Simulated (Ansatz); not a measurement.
**Structure relaxation of S**

All numbers below come from Ansatz 0.2.0, DFT PBE, scalar-relativistic, plane waves, PAW. Cutoff 420 eV, Γ-centred k mesh, Gaussian smearing, no spin polarisation in the final step.

The start is a database structure of S, space group R-3 (No. 148).

```yaml
crystal:
  lattice:
    - [5.38300, 3.10788, 1.40833]
    - [-5.38300, 3.10788, 1.40833]
    - [0.00000, -6.21575, 1.40833]
  atoms:
    - { symbol: S, position: [0.58450, 0.35100, 0.24650] }
    - { symbol: S, position: [0.24650, 0.58450, 0.35100] }
    - { symbol: S, position: [0.35100, 0.24650, 0.58450] }
    - { symbol: S, position: [0.41550, 0.64900, 0.75350] }
    - { symbol: S, position: [0.75350, 0.41550, 0.64900] }
    - { symbol: S, position: [0.64900, 0.75350, 0.41550] }
```

Steps on the 9×9×9 mesh (6 atoms). 9 of 17 steps are shown, and the free energy counts from the last. Trial steps that were taken back and renewals of the plane-wave basis can be among the rows.

```csv
step,ΔF (meV/atom),V (Å³/atom),P (GPa),largest force component (eV/Å)
1,30.4,23.56,2.39,0.207
2,12.9,26.36,0.72,0.142
4,5.5,29.73,0.03,0.018
5,6.7,29.64,-0.25,0.241
7,4.7,29.83,-0.02,0.010
8,2.5,29.83,0.09,0.012
10,0.8,31.41,0.16,0.055
13,0.2,32.30,0.02,0.006
17,0.0,33.19,0.00,0.002
```

A final relaxation ran on a 6×6×6 mesh. The relaxed crystal, R-3 (No. 148):

Space group R-3:H (No. 148). a = 11.009 Å, b = 11.009 Å, c = 5.691 Å, α = 90.00°, β = 90.00°, γ = 120.00°
```json
{"atom": "S", "site": "18f", "symmetry": "1", "x": "0.8545", "y": "0.4791", "z": "0.7547"}
```

* Volume per atom: 33.2 Å³
* Density: 1.6 g/cm³
* Energy over the standard structure: 0.065 eV/atom
* Gap on the 6×6×6 mesh: 2.46 eV

Energies count from the standard state of S at the same level.

The final run used a 6×6×6 mesh on its 6-atom cell and 0.02 eV smearing. Weakly bound directions are ill-defined at this level, which has no dispersion term.

Symmetry constrained the relaxation, so the result can be a saddle point.